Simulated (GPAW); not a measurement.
# HgSe: single point with PBEsol

Crystal: HgSe.

```
CELL_PARAMETERS angstrom
0.00000 3.03900 3.03900
3.03900 0.00000 3.03900
3.03900 3.03900 0.00000
ATOMIC_POSITIONS crystal
Hg 0.00000 0.00000 0.00000
Se 0.75000 0.75000 0.75000
```

```
Program             : GPAW 26.7.0
Task                : single point
Functional          : PBEsol
Potentials or basis : PAW data sets generated in the run's folder for this functional
Cutoff              : 600 eV
Basis               : pw
k mesh              : 8 × 8 × 8
Occupations         : fermi-dirac, width 0.05 eV
Spin                : no spin polarisation
```

```json
{
 "Pressure": "1.9 GPa",
 "Band gap on the k mesh": "none (metal or under the smearing width)"
}
```

Levels at points of the mesh, in eV from the Fermi level:
```tsv
k point	band 10	band 11	band 12	band 13	band 14
(0.00, 0.00, 0.00)	-0.98	-0.05	-0.05	-0.05	5.39
(0.50, 0.50, 0.00)	-5.15	-2.39	-2.39	2.76	2.82
(0.50, 0.50, 0.50)	-5.58	-1.04	-1.04	1.06	6.15
```

It took 23 s on 1 thread of Arm Neoverse V1, with other jobs on the host, peak memory 0.17 GiB.

The run has no spin-orbit coupling, so splittings on Hg are missing.
